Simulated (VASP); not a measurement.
# H14CO7 in VASP: a series of runs, part 2 of 2

VASP 6.6.1. The steps go on from the part before.

**4. Single point, PBE**

INCAR reads:

```
PREC = Accurate
ENCUT = 520
EDIFF = 1E-7
ISMEAR = -1
SIGMA = 0.02
LREAL = Auto
LASPH = T
NELM = 60
ALGO = Normal
ISIF = 2
LWAVE = F
LCHARG = T
GGA = PE
LELF = T
LVHAR = T
NBANDS = 47
```

KPOINTS reads:

```
Automatic mesh
0
Gamma
  1 1 1
```

POSCAR reads:

```
H14CO7
1.0
    6.2230840000      0.0000000000      0.0000000000
    0.0000000000      6.2230840000      0.0000000000
    0.0000000000      0.0000000000      6.2230840000
O H C
7 14 1
Direct
    0.6315678850      0.2031307950      0.4672763537
    0.2901615983      0.3693024230      0.9559247473
    0.9280768185      0.1563694143      0.8129409791
    0.3782368999      0.9885452293      0.1184139568
    0.9316441816      0.7580485817      0.1065548850
    0.6222156089      0.6267953317      0.3823024083
    0.1701889288      0.5708905745      0.4310081625
    0.5666322357      0.1126933205      0.3547437251
    0.6481191641      0.3619909357      0.4184902534
    0.3819006782      0.3889229199      0.8341844655
    0.1693533303      0.2923470099      0.8751448639
    0.9274661888      0.0330382813      0.9044390209
    0.8187740998      0.1421963772      0.6983836310
    0.4188116374      0.8803994932      0.0118912102
    0.3542616490      1.1372014262      0.0536872072
    0.9190941340      0.6025147660      0.0421173810
    1.0851372085      0.7922438457      0.1218688355
    0.4906088364      0.6349424176      0.3015546633
    0.7381227700      0.6613601873      0.2804397305
    0.1123719365      0.8302796491      0.6560252119
   -0.1017180549      0.6063874439      0.6100030146
    0.0671853377      0.6723033146      0.5703281524
```

Potentials or basis: VASP PAW PBE potentials, release 64 (O, H, C).

On the command line:

```bash
cat potpaw_PBE.64/O/POTCAR potpaw_PBE.64/H/POTCAR potpaw_PBE.64/C/POTCAR > POTCAR
mpirun -np 1 vasp_gam > vasp.out
```

OUTCAR:

```text
PREC = Accurate
   ENCUT = 520
   EDIFF = 1E-7
   ISMEAR = -1
   LREAL = Auto
   LASPH = T
   NELM = 60
   ISIF = 2
   GGA = PE

 ion  position               nearest neighbor table
   1  0.632  0.203  0.467-   8 0.99   9 1.04
   2  0.290  0.369  0.956-  10 0.96  11 1.02
   3  0.928  0.156  0.813-  12 0.96  13 0.99
   4  0.378  0.989  0.118-  14 0.98  15 1.02
   5  0.932  0.758  0.107-  17 0.98  16 1.05
   6  0.622  0.627  0.382-  18 0.96  19 0.98
   7  0.170  0.571  0.431-  22 1.25
   8  0.567  0.113  0.355-   1 0.99
   9  0.648  0.362  0.418-   1 1.04
  10  0.382  0.389  0.834-   2 0.96
  11  0.169  0.292  0.875-   2 1.02
  12  0.927  0.033  0.904-   3 0.96
  13  0.819  0.142  0.698-   3 0.99
  14  0.419  0.880  0.012-   4 0.98
  15  0.354  0.137  0.054-   4 1.02
  16  0.919  0.603  0.042-   5 1.05
  17  0.085  0.792  0.122-   5 0.98
  18  0.491  0.635  0.302-   6 0.96
  19  0.738  0.661  0.280-   6 0.98
  20  0.112  0.830  0.656-  22 1.15
  21  0.898  0.606  0.610-  22 1.16
  22  0.067  0.672  0.570-  20 1.15  21 1.16   7 1.25

  LATTYP: Found a simple cubic cell.
 ALAT       =     6.2230840000

  Lattice vectors:

 A1 = (   6.2230840000,   0.0000000000,   0.0000000000)
 A2 = (   0.0000000000,   6.2230840000,   0.0000000000)
 A3 = (   0.0000000000,   0.0000000000,   6.2230840000)

Analysis of symmetry for initial positions (statically):
=====================================================================
 Subroutine PRICEL returns:
 Original cell was already a primitive cell.

 Routine SETGRP: Setting up the symmetry group for a
 simple cubic supercell.

 Subroutine GETGRP returns: Found  1 space group operations
 (whereof  1 operations were pure point group operations)
 out of a pool of 48 trial point group operations.

[... 151 lines left out ...]
  volume/ion in A,a.u.               =      10.95        73.92
  Fermi-wavevector in a.u.,A,eV,Ry     =   1.029879  1.946189 14.431033  1.060651
  Thomas-Fermi vector in A             =   2.163949
   LORBIT       =      0    0 simple, 1 ext, 2 COOP (PROOUT), +10 PAW based schemes
   GGA     = PE    functional components
   LHFCALC =     F    Hartree Fock is set to
   AEXX    =    0.0000 exact exchange contribution
   IVDW    =     0    specifies the selected vdW correction
   LEPSILON=     F    determine dielectric tensor
   LRPA    =     F    only Hartree local field effects (RPA)
 non-spin polarized calculation
  energy-cutoff  :      520.00
  volume of cell :      241.00
 maximum number of plane-waves:      3226
 NGX is ok and might be reduce to    48
   NGX = 23   NGY = 23   NGZ = 23

 number of electron      60.0000001 magnetization

 Free energy of the ion-electron system (eV)
  ---------------------------------------------------
  ext. energy  EPLUGINS =         0.00000000
  ---------------------------------------------------
  free energy    TOTEN  =      -109.01888504 eV

  energy without entropy =     -109.01888504  energy(sigma->0) =     -109.01888504

 E-fermi :  -2.6178     XC(G=0):  -6.6557

 val. band max:       -3.1051117912   @ k =   0.0000   0.0000   0.0000
 cond. band min:       0.2164984783   @ k =   0.0000   0.0000   0.0000
 fundamental gap:      3.3216102694
 Fermi energy:        -2.6177605823

 k-point     1 :       0.0000    0.0000    0.0000
  band No.  band energies     occupation
      1     -23.1567      2.00000
      2     -22.8182      2.00000
      3     -22.5740      2.00000
      4     -22.1007      2.00000
      5     -22.0534      2.00000
      6     -21.7489      2.00000
[... 34 lines left out ...]
     41       6.7062      0.00000
     42       6.9132      0.00000
 [bands above 42 left out]

------------------------ aborting loop because EDIFF is reached ----------------------------------------

  FORCE on cell =-STRESS in cart. coord.  units (eV):
  Direction    XX          YY          ZZ          XY          YZ          ZX
  --------------------------------------------------------------------------------------
  -------------------------------------------------------------------------------------
  Total        0.3069913     -6.3788334     -1.4221308     -1.4150428     -4.8587887     -0.1118620
  in kB        2.0408903    -42.4067365     -9.4543818     -9.4072602    -32.3014191     -0.7436627
  external PRESSURE =     -16.6067427 kB  Pullay stress =       0.0000000 kB

 VOLUME and BASIS-vectors are now :
 -----------------------------------------------------------------------------
  energy-cutoff  :      520.00
  volume of cell :      241.00
      direct lattice vectors                 reciprocal lattice vectors
     6.223084000  0.000000000  0.000000000     0.160692030  0.000000000  0.000000000
     0.000000000  6.223084000  0.000000000     0.000000000  0.160692030  0.000000000
     0.000000000  0.000000000  6.223084000     0.000000000  0.000000000  0.160692030

 POSITION                                       TOTAL-FORCE (eV/Angst)
 -----------------------------------------------------------------------------------
      3.93030      1.26410      2.90790         0.417827      1.008052      0.184933
      1.80570      2.29820      5.94880        -1.408811     -0.697534     -0.612294
      5.77550      0.97310      5.05900         0.336923      1.014421     -0.448424
      2.35380      6.15180      0.73690        -0.265560     -0.237957      0.309556
      5.79770      4.71740      0.66310        -0.596222     -2.222264     -1.636878
      3.87210      3.90060      2.37910         0.695981     -0.391079      0.017060
[... 14 lines left out ...]
      5.59008      3.77360      3.79610         1.000177      0.560106      0.065537
      0.41810      4.18380      3.54920        -0.342696     -1.210643     -1.007682
 -----------------------------------------------------------------------------------
    total drift:                                0.002310     -0.003511     -0.000540

  FREE ENERGIE OF THE ION-ELECTRON SYSTEM (eV)
  ---------------------------------------------------
  free  energy   TOTEN  =      -109.0188850359 eV

  energy  without entropy=     -109.0188850358  energy(sigma->0) =     -109.01888504
```

OSZICAR:

```text
N       E                     dE             d eps       ncg     rms          rms(c)
DAV:   1     0.448352207753E+03    0.44835E+03   -0.32279E+04    94   0.116E+03
DAV:   2    -0.775930354280E+02   -0.52595E+03   -0.50863E+03   124   0.290E+02
DAV:   3    -0.118929895580E+03   -0.41337E+02   -0.41009E+02   124   0.861E+01
DAV:   4    -0.119586667641E+03   -0.65677E+00   -0.65538E+00   116   0.118E+01
DAV:   5    -0.119597410339E+03   -0.10743E-01   -0.10741E-01   125   0.148E+00    0.200E+01
DAV:   6    -0.109547297215E+03    0.10050E+02   -0.30739E+01   108   0.253E+01    0.812E+00
DAV:   7    -0.109204662685E+03    0.34263E+00   -0.15459E+00   116   0.571E+00    0.495E+00
DAV:   8    -0.109026199176E+03    0.17846E+00   -0.31096E-01   116   0.306E+00    0.134E+00
DAV:   9    -0.109014368928E+03    0.11830E-01   -0.47662E-02   116   0.119E+00    0.360E-01
DAV:  10    -0.109018129481E+03   -0.37606E-02   -0.19949E-02   108   0.690E-01    0.219E-01
DAV:  11    -0.109018648705E+03   -0.51922E-03   -0.29921E-03   116   0.318E-01    0.820E-02
DAV:  12    -0.109018903630E+03   -0.25492E-03   -0.68137E-04   108   0.154E-01    0.300E-02
DAV:  13    -0.109018891605E+03    0.12025E-04   -0.10154E-04   116   0.567E-02    0.137E-02
DAV:  14    -0.109018886856E+03    0.47486E-05   -0.15492E-05   108   0.206E-02    0.702E-03
DAV:  15    -0.109018885290E+03    0.15662E-05   -0.26132E-06   108   0.104E-02    0.251E-03
DAV:  16    -0.109018885105E+03    0.18522E-06   -0.12172E-06   116   0.637E-03    0.141E-03
DAV:  17    -0.109018885036E+03    0.69118E-07   -0.20336E-07    84   0.281E-03
   1 F= -.10901889E+03 E0= -.10901889E+03  d E =-.265336E-10
```

Run time: 49 s. Hardware: 1 thread of AMD EPYC 7R43 (Zen 3), shared host; peak memory 0.27 GiB.

What came out:

- Free energy: -109.0189 eV
- Pressure: -1.7 GPa
- Largest force: 2.838 eV/Å
- Band gap on the k mesh: 3.32 eV, direct

Forces on the atoms (eV/Å):
```
O    0.418  1.008  0.185
O   -1.409 -0.698 -0.612
O    0.337  1.014 -0.448
O   -0.266 -0.238  0.310
O   -0.596 -2.222 -1.637
O    0.696 -0.391  0.017
O   -0.535  1.497  1.923
H    0.132  0.459  0.125
H   -0.592 -1.669  0.294
H    1.130  0.335 -0.730
H   -0.044  0.503  0.773
H   -0.436 -0.926  0.569
H   -0.059  0.035 -0.226
H    0.116  0.775 -0.078
H    0.261 -0.763 -0.052
H    0.820  2.561  0.908
H    0.013 -0.248  0.202
H   -0.912  0.062  0.031
H    0.024  0.515  0.187
H    0.244 -0.958 -0.797
H    1.000  0.560  0.066
C   -0.343 -1.211 -1.008
```

Stress tensor (GPa, compression positive):
```
 0.20 -0.94 -0.07
-0.94 -4.24 -3.23
-0.07 -3.23 -0.95
```

Caveat: the standard files for N, O and F lose accuracy on very short bonds.

**5. Molecular dynamics, PBE**

INCAR reads:

```
  ALGO = Fast
  EDIFF = 1E-5
  ENCUT = 520
  GGA = PE
  IBRION = 0
  ISIF = 2
  ISMEAR = -1
  ISYM = 0
  LANGEVIN_GAMMA = 5 5 5
  LASPH = True
  LCHARG = True
  LREAL = Auto
  LWAVE = False
  MDALGO = 3
  NELM = 60
  NELMIN = 4
  NSW = 40
  POTIM = 0.75
  PREC = Accurate
  RANDOM_SEED = 924926 0 0
  SIGMA = 0.02
  TEBEG = 500.0
  TEEND = 500.0
```

KPOINTS reads:

```
k-points
0
Gamma
  1 1 1
```

POSCAR reads:

```
H14CO7
1.0
    6.2230840000      0.0000000000      0.0000000000
    0.0000000000      6.2230840000      0.0000000000
    0.0000000000      0.0000000000      6.2230840000
O H C
7 14 1
Direct
    0.5352877200      0.0825510700      0.5416769900
    0.2447065300      0.3538925500      0.8690735600
    0.9089510900      0.0915801600      0.8054427600
    0.4874422100      0.8506286800      0.0807334600
    0.9440544600      0.6917629000      0.1125874900
    0.5608122500      0.4298440600      0.1980301300
    0.2310731700      0.7209995800      0.5979179500
    0.4584179600     -0.0299795800      0.6129437000
    0.4880132300      0.2034478400      0.6210341700
    0.2639850200      0.4644027900      0.7616152600
    0.1283406000      0.2587405000      0.8245989900
    0.8706087200     -0.0051080100      0.9243328200
    0.8002200700      0.0693442800      0.6886470200
    0.4582436300      0.9235628200      0.2189989500
    0.3570072200      0.9100681800      0.0067059100
    0.8126860100      0.6195426600      0.1618376100
    0.9956790000      0.5781914400      0.0083060500
    0.5176916400      0.5678172200      0.1438422300
    0.4628009700      0.3271386600      0.1454100400
    0.0921232500      0.9299095100      0.3869070700
   -0.0809352000      0.7403559600      0.5340340900
    0.0814699000      0.8105591100      0.5115174000
```

On the command line:

```bash
cat potpaw_PBE.64/O/POTCAR potpaw_PBE.64/H/POTCAR potpaw_PBE.64/C/POTCAR > POTCAR
mpirun -np 1 vasp_gam > vasp.out
```

It took 9.1 min on 1 thread of AMD EPYC 7R43 (Zen 3), shared host; peak memory 0.38 GiB.

Step by step:
```csv
step,potential energy change (eV),largest force (eV/Å),pressure (GPa),volume (Å³),temperature (K)
1,0.0000,2.3807,1.42,241.00,532
2,0.0303,2.4733,1.90,241.00,533
3,0.1794,3.7421,2.10,241.00,489
4,0.3360,4.2708,1.83,241.00,436
5,0.3924,3.9994,1.05,241.00,404
6,0.4037,4.0191,0.07,241.00,396
7,0.4149,3.7988,-0.83,241.00,401
8,0.4229,3.3105,-1.41,241.00,395
9,0.4298,3.0811,-1.64,241.00,376
10,0.4146,3.2381,-1.50,241.00,378
11,0.3785,2.9517,-0.89,241.00,392
12,0.3439,2.5099,-0.13,241.00,386
13,0.3230,3.9230,0.61,241.00,381
14,0.3019,4.4971,1.23,241.00,400
15,0.3146,3.9901,1.46,241.00,414
16,0.3428,4.9102,1.22,241.00,409
17,0.3307,4.5644,0.43,241.00,406
18,0.2801,3.1865,-0.71,241.00,420
19,0.2774,3.4581,-1.90,241.00,428
20,0.3288,3.7801,-2.72,241.00,404
21,0.3791,3.7465,-3.03,241.00,372
22,0.3675,3.3284,-2.86,241.00,367
23,0.2686,2.5789,-2.31,241.00,402
24,0.0957,2.8662,-1.42,241.00,472
25,-0.0774,2.9593,-0.41,241.00,535
26,-0.1603,2.7561,0.53,241.00,568
27,-0.1122,3.0387,1.24,241.00,559
28,-0.0464,4.0179,1.42,241.00,544
29,-0.0364,4.7027,1.04,241.00,536
30,-0.0771,4.5022,0.27,241.00,549
31,-0.0784,3.6301,-0.50,241.00,561
32,-0.0166,3.2232,-1.04,241.00,541
33,0.0721,3.8661,-1.25,241.00,502
34,0.1437,3.9470,-1.20,241.00,476
35,0.1798,3.6066,-0.89,241.00,471
36,0.1705,2.8688,-0.43,241.00,473
37,0.1473,2.3804,0.15,241.00,472
38,0.1437,2.6325,0.54,241.00,473
39,0.1584,2.8058,0.70,241.00,475
40,0.1414,3.0183,0.57,241.00,477
```

Caveat: the standard files for N, O and F lose accuracy on very short bonds.
